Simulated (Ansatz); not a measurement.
# LiH: band gap under strain

How does strain move the band edges of rocksalt LiH, and do the functionals agree on it? States: +1.8 % biaxial strain in x and y, z held; +4.5 % strain along [111] alone; +2.6 % shear in the xy plane.

Code: Ansatz 0.2.0. PAW datasets, plane waves. The values are computed, spin-unpolarised, and not measurements.

## Step 1: Starting point

The unstrained cell was relaxed with r2SCAN; in each strained cell the atoms were relaxed again with r2SCAN. Names of k-points are those of the unstrained zone, where strain can split equivalent points. First state: +1.8 % biaxial strain in x and y, z held.

The symmetry is I4/mmm (No. 139, tetragonal); a = 2.883 Å, c = 4.006 Å in the conventional setting, 8.33 Å³ an atom. Near Li stand 6 H at 2.00–2.04 Å; near H stand 6 Li at 2.00–2.04 Å.

The structure in full:

```
CELL_PARAMETERS angstrom
0.00000 2.03885 2.00299
2.03885 0.00000 2.00299
2.03885 2.03885 0.00000
ATOMIC_POSITIONS crystal
Li 0.00000 0.00000 0.00000
H 0.50000 0.50000 0.50000
```

## Step 2: +1.8 % biaxial strain in x and y, z held: PBE

File input.yaml:

```yaml
crystal:
  lattice:
    - [0.0, 2.0388484488, 2.0029948411]
    - [2.0388484488, 0.0, 2.0029948411]
    - [2.0388484488, 2.0388484488, 0.0]
  atoms:
    - { symbol: Li, position: [0.0, 0.0, 0.0] }
    - { symbol: H, position: [0.5, 0.5, 0.5] }
kpoints:
  mp_grid: { grid: [10, 10, 10] }
  band_path:
    path:
      - [0.0, 0.0, 0.0]
      - [0.5, 0.0, 0.5]
      - [0.625, 0.25, 0.625]
      - [0.375, 0.375, 0.75]
      - [0.5, 0.5, 0.5]
      - [0.5, 0.25, 0.75]
    npoints: 1
hamiltonian:
  xc: pbe
scf:
  occupations: { method: fermi_dirac, width: 0.02 }
  n_extra_bands: 4
output:
  forces: true
  stress: true
  eigenvalues: true
```

Further steps of the session: +1.8 % biaxial strain in x and y, z held: r2SCAN; +1.8 % biaxial strain in x and y, z held: HSE06; +4.5 % strain along [111] alone: PBE; +4.5 % strain along [111] alone: r2SCAN; +4.5 % strain along [111] alone: HSE06; +2.6 % shear in the xy plane: PBE; +2.6 % shear in the xy plane: r2SCAN; +2.6 % shear in the xy plane: HSE06.

Q: Predict the outcome of this session.

As calculated:

Least gap in eV (negative: overlap):

| state | PBE | r2SCAN | HSE06 |
| --- | --- | --- | --- |
| +1.8 % biaxial strain in x and y, z held | 2.84 | 3.48 | 3.81 |
| +4.5 % strain along [111] alone | 3.01 | 3.65 | 3.99 |
| +2.6 % shear in the xy plane | 2.98 | 3.62 | 3.97 |

In words: Where both were run, the HSE06 gap lies +0.97 to +0.99 eV from PBE's, each on its own k points. In PBE the gap is least under +1.8 % biaxial strain in x and y, z held (2.84 eV) and largest under +4.5 % strain along [111] alone (3.01 eV).
